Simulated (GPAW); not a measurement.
# Ge (Fd-3m) in GPAW: further runs, part 4 of 4

GPAW 26.7.0. The steps go on from the part before.

### 5 Single point, PBE

File run.py:

```python
from ase.dft.bandgap import bandgap
from ase.io import read, write
from ase.units import Bohr, GPa
from gpaw import GPAW, PW
from gpaw.elf import elf_from_dft_calculation

atoms = read('Ge.xyz')

calc = GPAW(mode=PW(600),
            xc='PBE',
            kpts={'size': (8, 8, 8), 'gamma': True},
            occupations={'name': 'methfessel-paxton', 'order': 0, 'width': 0.012},
            nbands=11,
            convergence={'density': 1e-05, 'energy': 1e-05},
            maxiter=150,
            txt='gpaw.txt')
atoms.calc = calc
energy = atoms.get_potential_energy()
forces = atoms.get_forces()
stress = atoms.get_stress()
calc.write('gs.gpw')
write('result.traj', atoms)
print(f'Energy: {energy:.6f} eV')
print('Forces (eV/A):')
print(forces.round(4))
print('Stress (GPa):', (stress / GPa).round(3))
print('Fermi level:', round(calc.get_fermi_level(), 4), 'eV')
print(f'Gap: {bandgap(calc)[0]:.4f} eV, direct: {bandgap(calc, direct=True)[0]:.4f} eV')

# fields on the real-space grid
write('density.cube', atoms, data=calc.get_pseudo_density() * Bohr**3)
write('potential.cube', atoms, data=calc.get_electrostatic_potential())
write('elf.cube', atoms, data=elf_from_dft_calculation(calc).data)
```

File Ge.xyz:

```xyz
2
Lattice="0.0000000000 2.8289100000 2.8289100000 2.8289100000 0.0000000000 2.8289100000 2.8289100000 2.8289100000 0.0000000000" Properties=species:S:1:pos:R:3 pbc="T T T"
Ge     4.2433650000      4.2433650000      4.2433650000
Ge     2.8289100000      2.8289100000      2.8289100000
```

Potentials or basis: GPAW PAW data sets (gpaw-data 1.2.1), pw.

Launch:

```console
OMP_NUM_THREADS=1 python run.py
```

gpaw.txt:

```text
__  _  _
 | _ |_)|_||  |
 |__||  | ||/\| - 26.7.0

Input parameters:
  mode=PW(ecut=600.0),
  convergence={'density': 1e-05, 'energy': 1e-05},
  kpts=MonkhorstPack(size=(8, 8, 8), gamma=True),
  maxiter=150,
  nbands=11,
  occupations=Occupations(name='methfessel-paxton', order=0, width=0.012),
  xc=XC(name='PBE')

Diagonalizing LCAO Hamiltonian
Converting LCAO to pw mode

           Ge

       Ge

Atoms  # Å, Bohr magnetons
|   | symbol |        x |        y |        z |    initial magnetic moments |
|---|--------|----------|----------|----------|-----------------------------|
| 0 |     Ge | 4.243365 | 4.243365 | 4.243365 | ( 0.0000,  0.0000,  0.0000) |
| 1 |     Ge | 2.828910 | 2.828910 | 2.828910 | ( 0.0000,  0.0000,  0.0000) |

Unit cell  # Å
| periodic |        x |        y |        z |  lengths |    angles |
|----------|----------|----------|----------|----------|-----------|
|      yes | 0.000000 | 2.828910 | 2.828910 | 4.000683 | 60.000000 |
|      yes | 2.828910 | 0.000000 | 2.828910 | 4.000683 | 60.000000 |
|      yes | 2.828910 | 2.828910 | 0.000000 | 4.000683 | 60.000000 |

Number of symmetries: 24
Symmetry operations  # r_c * U_cc + t_c -> r_c
|    | kind |            matrix            |
|----|------|------------------------------|
|  0 |  E   |  1, 0, 0,  0, 1, 0,  0, 0, 1 |
|  1 |  σ   |  1, 0, 0,  0, 0, 1,  0, 1, 0 |
|  2 |  σ   |  1, 0,-1,  0, 1,-1,  0, 0,-1 |
|  3 |  C3  |  1, 0,-1,  0, 0,-1,  0, 1,-1 |
|  4 |  C3  |  1,-1, 0,  0,-1, 1,  0,-1, 0 |
|  5 |  σ   |  1,-1, 0,  0,-1, 0,  0,-1, 1 |
|  6 |  σ   |  0, 1, 0,  1, 0, 0,  0, 0, 1 |
|  7 |  C3  |  0, 1, 0,  0, 0, 1,  1, 0, 0 |
|  8 |  C2  |  0, 1,-1,  1, 0,-1,  0, 0,-1 |
|  9 |  S4  |  0, 1,-1,  0, 0,-1,  1, 0,-1 |
| 10 |  C3  |  0, 0, 1,  1, 0, 0,  0, 1, 0 |
| 11 |  σ   |  0, 0, 1,  0, 1, 0,  1, 0, 0 |
| 12 |  S4  |  0, 0,-1,  1, 0,-1,  0, 1,-1 |
| 13 |  C3  |  0, 0,-1,  0, 1,-1,  1, 0,-1 |
| 14 |  S4  |  0,-1, 1,  1,-1, 0,  0,-1, 0 |
| 15 |  C2  |  0,-1, 1,  0,-1, 0,  1,-1, 0 |
| 16 |  C3  |  0,-1, 0,  1,-1, 0,  0,-1, 1 |
| 17 |  S4  |  0,-1, 0,  0,-1, 1,  1,-1, 0 |
| 18 |  S4  | -1, 1, 0, -1, 0, 1, -1, 0, 0 |
| 19 |  C3  | -1, 1, 0, -1, 0, 0, -1, 0, 1 |
| 20 |  C3  | -1, 0, 1, -1, 1, 0, -1, 0, 0 |
| 21 |  S4  | -1, 0, 1, -1, 0, 0, -1, 1, 0 |
| 22 |  σ   | -1, 0, 0, -1, 1, 0, -1, 0, 1 |
| 23 |  C2  | -1, 0, 0, -1, 0, 1, -1, 1, 0 |

BZ-sampling:
  Number of BZ points: 512
  Number of IBZ points: 29

  Monkhorst-Pack size: [8, 8, 8]
  Monkhorst-Pack shift: [0.0625, 0.0625, 0.0625]

K-points  # in reciprocal-cell coordinates
|     |                                coordinates |     weight |
|-----|--------------------------------------------|------------|
|   0 | (  0.00000000,   0.00000000,   0.00000000) | 0.00195312 |
|   1 | (  0.12500000,   0.12500000,   0.00000000) | 0.01171875 |
|   2 | (  0.12500000,   0.12500000,   0.12500000) | 0.01562500 |
|   3 | (  0.25000000,   0.12500000,   0.12500000) | 0.02343750 |
|   4 | (  0.25000000,   0.25000000,   0.00000000) | 0.01171875 |
|   5 | (  0.25000000,   0.25000000,   0.12500000) | 0.04687500 |
|   6 | (  0.25000000,   0.25000000,   0.25000000) | 0.01562500 |
|   7 | (  0.37500000,   0.25000000,  -0.37500000) | 0.04687500 |
|   8 | (  0.37500000,   0.25000000,   0.12500000) | 0.04687500 |
|   9 | (  0.37500000,   0.25000000,   0.25000000) | 0.04687500 |
| ... |                                            |            |
|  28 | (  0.50000000,   0.50000000,   0.50000000) | 0.00781250 |

Plane wave coefficients: 1540
Cutoff: 600.0 eV

Spin-components: 1 (collinear spins)
Bands:           11
Projectors:      10
Spin-degeneracy: 2
Datatype:        complex128

Parallelization:
  kpt:    1
  domain: 1
  band:   1

Density:
  Valence electrons: 8.0
  Components: 1
  Grid points: [24 24 24]
  Charge: 0.0  # |e|

Potential:
  Grid points: [24 24 24]

species:
  Ge:
    name:    Germanium
    Z:       32.0
    valence: 4
    core:    28
    charge:  0.0  # [|e|]
    compensation charges:
      type: gauss
      rc: 0.32  # [Å]
      lmax: 2
    cutoffs:
      filter: 1.77  # [Å]
      core: 3.42  # [Å]
    projectors
    | kind |    occ | energy [eV] | rcut [Å] |
    |------|--------|-------------|----------|
    |   4s |  2.000 |     -11.726 |    1.005 |
    |   4p |  2.000 |      -3.896 |    1.005 |
    |    s |        |      15.485 |    1.005 |
    |    p |        |      23.315 |    1.005 |
    |    d |        |       0.000 |    1.005 |

    Using partial waves for Ge as LCAO basis

Reference energy: -114195.275705  # eV

eigensolver:
  PPCG
  Converge bands: occupied
  niter=2

density mixing:
  MSR1-Mixer
  Pratt-step length: 0.05
  Maximum mixing coefficient: 0.75
  Old densities: 10
  SVD Regularization: 0.005
  Good broyden scale: 1.0
  Trust region scale: 1.0
  Backstep threshold: 4.0
  History deletion threshold: 6.0
  Fourier metric: weight=20.0, sigma=0.015

occupation numbers:
  Methfessel-Paxton:
    width: 0.0120  # eV
    order: 0

poisson solver:
  ecut: 4800.0  # eV

xc functional:
  name: PBE with 2 nearest neighbor stencil

convergence criteria:
- Maximum integral of absolute [dens]ity change: 1e-05 electrons / valence electron
- Maximum [total energy] change in last 3 cyles: 1e-05 eV / valence electron
- Maximum integral of absolute [eigenst]ate change: 4e-08 eV^2 / valence electron
maximum number of iterations: 150

SCF iterations
|iter     | |      energy | eigst |  dens |
|---------|-|-------------|-------|-------|
|iter:   1| |   -9.029616 | -0.45 |       |
|iter:   2| |   -9.026818 | -2.72 | -0.91 |
|iter:   3| |   -8.995515 | -2.68 | -0.93 |
|iter:   4| |   -8.995548 | -3.59 | -1.53 |
|iter:   5| |   -8.995637 | -5.23 | -2.48 |
|iter:   6| |   -8.995643 | -6.77 | -3.16 |
|iter:   7| |   -8.995644c| -7.89c| -3.75 |
|iter:   8| |   -8.995644c| -8.44c| -5.09c|

Converged in 8 steps
Energy contributions relative to reference atoms: (reference = -114195.275705)

Energy contributions:
  Kinetic:          26.103552
  Coulomb:         -23.288488
  Zero:              0.005563
  External:          0.000000
  Xc:              -11.816271
  Entropy:          -0.000000
  Spinorbit:         0.000000
  ----------------------------
  Free energy:      -8.995644
  Extrapolated:     -8.995644

dipole moment: (3.691731, 3.691731, 3.691731)  # |e|*Ang

Fermi level: 6.025
Eigenvalues  # (at kpt = [0.000, 0.000, 0.000])
| band index |      eig [eV] | occ [0-2] |
|------------|---------------|-----------|
|          0 |        -6.778 |     2.000 |
|          1 |         5.979 |     2.000 |
|          2 |         5.979 |     2.000 |
|          3 |         5.979 |     2.000 |
|          4 |         6.069 |     0.000 |
|          5 |         8.538 |     0.000 |
|          6 |         8.538 |     0.000 |
|          7 |         8.538 |     0.000 |
|          8 |        12.428 |     0.000 |
|          9 |        15.366 |     0.000 |
|         10 |        15.369 |     0.000 |

Gap: 0.090 eV
Transition (v -> c):
  (s=0, k=0, n=3, [0.00, 0.00, 0.00]) -> (s=0, k=0, n=4, [0.00, 0.00, 0.00])
No difference between direct/indirect transitions

Forces  # eV/Ang
|        x |        y |        z |
|----------|----------|----------|
|  0.00000 | -0.00000 |  0.00000 |  # Ge   0
| -0.00000 | -0.00000 | -0.00000 |  # Ge   1

Stress tensor  # eV/Ang^3
|         x |         y |         z |
|-----------|-----------|-----------|
| -0.023958 | -0.000000 |  0.000000 |
| -0.000000 | -0.023958 | -0.000000 |
|  0.000000 | -0.000000 | -0.023958 |

# Writing to gs.gpw (mode='')
```

Run time: 10 s. Hardware: 1 thread of Arm Neoverse V1, shared host; peak memory 0.15 GiB.

What came out:

```
Free energy            : -8.9956 eV
Pressure               : 3.8 GPa
Band gap on the k mesh : 0.09 eV, direct
```

Levels at points of the mesh, in eV from the valence-band top:
| k point | band 1 | band 2 | band 3 | band 4 | band 5 | band 6 | band 7 |
| --- | --- | --- | --- | --- | --- | --- | --- |
| (0.00, 0.00, 0.00) | -12.76 | 0.00 | 0.00 | 0.00 | 0.09 | 2.56 | 2.56 |
| (0.50, 0.50, 0.00) | -8.88 | -8.88 | -3.07 | -3.07 | 0.74 | 0.74 | 9.54 |
| (0.50, 0.50, 0.50) | -10.68 | -7.59 | -1.40 | -1.40 | 0.20 | 3.75 | 3.75 |

### 6 Single point, PBE

Edit run.py of step 5 so:

```diff
@@ -11,3 +11,3 @@
             kpts={'size': (8, 8, 8), 'gamma': True},
-            occupations={'name': 'methfessel-paxton', 'order': 0, 'width': 0.012},
+            occupations={'name': 'methfessel-paxton', 'order': 0, 'width': 0.013000000000000001},
             nbands=11,
```

Ge.xyz is that of step 5.

Potentials or basis: GPAW PAW data sets (gpaw-data 1.2.1), pw.

Launch:

```console
OMP_NUM_THREADS=1 python run.py
```

It took 10 s on 1 thread of Arm Neoverse V1, shared host; peak memory 0.15 GiB.

Results (log left out):

```yaml
Free_energy: -8.9956 eV
Pressure: 3.8 GPa
Band_gap_on_the_k_mesh: 0.09 eV, direct
```

Levels at points of the mesh, in eV from the valence-band top:
```
           k point  band 1  band 2  band 3  band 4  band 5  band 6  band 7
(0.00, 0.00, 0.00)  -12.76    0.00    0.00    0.00    0.09    2.56    2.56
(0.50, 0.50, 0.00)   -8.88   -8.88   -3.07   -3.07    0.74    0.74    9.54
(0.50, 0.50, 0.50)  -10.68   -7.59   -1.40   -1.40    0.20    3.75    3.75
```

### 7 Summary

| task | level | potentials or basis | cell | smearing | optimizer | fmax | max steps | convergence | eigensolver | gap on the mesh (eV) | pressure (GPa) | relaxed volume (Å³/atom) |
| --- | --- | --- | --- | --- | --- | --- | --- | --- | --- | --- | --- | --- |
| relaxation of cell and atoms | RPBE | the program's PAW data sets (release 1.2.1) made for this functional, pw | relaxed | fermi-dirac 0.05 eV | FIRE | 0.02 eV/Å | 60 | density=1e-05 forces=0.0001 | - | none | 0.0 | 24.66 |
| relaxation of cell and atoms | revPBE | the program's PAW data sets (release 1.2.1) made for this functional, pw | relaxed | fermi-dirac 0.05 eV | FIRE | 0.02 eV/Å | 60 | density=1e-05 forces=0.0001 | - | none | -0.1 | 24.51 |
| relaxation of cell and atoms | BLYP | PAW data sets generated in the run's folder for this functional, pw | relaxed | fermi-dirac 0.05 eV | LBFGS | 0.02 eV/Å | 100 | density=1e-05 forces=0.0001 | davidson | none | 0.1 | 25.46 |
| single point | PBE | GPAW PAW data sets (gpaw-data 1.2.1), pw | as given | gaussian 0.012 eV | - | - | - | - | - | 0.09 | 3.8 | - |
| single point | PBE | GPAW PAW data sets (gpaw-data 1.2.1), pw | as given | gaussian 0.013 eV | - | - | - | - | - | 0.09 | 3.8 | - |

Alike in all rows: no spin polarisation; k mesh 8 × 8 × 8; cutoff (eV) 600.

Caveats: later steps reuse the first step's grids (some runs); this crystal is a semiconductor, whose small gap the functional closes, so the metal is an error of the method (some runs); the volume moved by +12 % from the deposited cell, more than functionals usually miss (some runs).

Absolute energies hang on the potentials; compare differences alone.

### 8 Comparison with measurements

Step 2. The cell as given is a measured one (22.64 Å³/atom); RPBE puts the equilibrium volume +8.9 % from it, thermal expansion not counted.

Step 3. The cell as given is a measured one (22.64 Å³/atom); revPBE puts the equilibrium volume +8.3 % from it, thermal expansion not counted.

Step 4. The cell as given is a measured one (22.64 Å³/atom); BLYP puts the equilibrium volume +12.4 % from it, thermal expansion not counted.

Step 5. Measured gap of Ge: 0.744 eV (indirect; 0 K; “Temperature-dependent photoluminescence in Ge: experiment and theory”, 2020, arxiv:2003.00143). This calculation gives 0.09 eV (-0.65 eV). 3 values of this kind are on record (0.666 to 0.807 eV); this one was drawn at random among those near their median. Spin-orbit coupling on Ge is left out. The value is that of PBE on a finite k mesh, which can miss the band edges, without temperature or zero-point motion. Semilocal functionals fall short of measured gaps as a rule.

Step 6. A measured gap of Ge is 0.807 eV (direct; 300 K; “Electronic and optical properties of SixGe1-x-ySny alloys lattice-matched to Ge”, 2021, arxiv:2109.02782); the calculated 0.09 eV misses it by -0.72 eV. 3 values of this kind are on record (0.666 to 0.807 eV); this one was drawn at random among those near their median. Spin-orbit coupling on Ge is left out. The value is that of PBE on a finite k mesh, which can miss the band edges, without temperature or zero-point motion. Semilocal functionals fall short of measured gaps as a rule.
